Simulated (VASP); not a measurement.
A run of VASP 6.6.1 is set up as follows.

The input INCAR:

```
PREC = Accurate
ENCUT = 520
EDIFF = 1E-6
ISMEAR = -1
SIGMA = 0.05
LREAL = False
LASPH = True
NELM = 80
ALGO = Fast
ISIF = 2
LWAVE = False
LCHARG = True
GGA = PE
IVDW = 12
LELF = True
LVHAR = True
NBANDS = 18
```

The input KPOINTS:

```
regular mesh
0
Gamma
  1 1 1
```

The input POSCAR:

```
H
1.0
    5.2414830000      0.0000000000      0.0000000000
    0.0000000000      5.2414830000      0.0000000000
    0.0000000000      0.0000000000      5.2414830000
H
12
Direct
    0.8423760985      0.1140135340      0.9492733259
    0.7061360306      0.1564061164      0.9827752947
    0.0588001526      0.5123359171      0.6922086745
    0.0098826992      0.4653453994      0.5606810134
    0.2409051026      0.9963973936      1.0314638052
    0.3336651097      0.9081399291      1.0368821190
    0.4751517843      0.5947553393      0.5624934775
    0.4596790641      0.4881252119      0.6411734999
    0.7963204307      0.6325881435      0.1819904786
    0.8327604993      0.5433576719      0.0834878221
    0.5517140855      0.1513693739      0.4802457625
    0.5643440988      0.2566258443      0.3973875333
```

Potentials or basis: VASP PAW PBE potentials, release 64 (H).

Run with:

```bash
$ cat potpaw_PBE.64/H/POTCAR > POTCAR
$ mpirun -np 1 vasp_gam > vasp.out
```

Question: What does it give for the largest force?

Answer: 3.390 eV/Å.

Question: Estimate the pressure.

Answer: 3.7 GPa.

Forces in eV/Å, atoms in the order of the input:
```
H   -0.882  0.314  0.055
H    0.934 -0.252 -0.325
H   -0.429 -0.368 -0.957
H    0.328  0.224  0.983
H   -2.385  2.237 -0.098
H    2.363 -2.426  0.160
H    0.155  1.590 -0.735
H   -0.162 -0.889  1.136
H   -0.244  0.555  0.622
H    0.162 -0.422 -0.456
H   -0.058 -1.375  0.665
H    0.219  0.812 -1.049
```
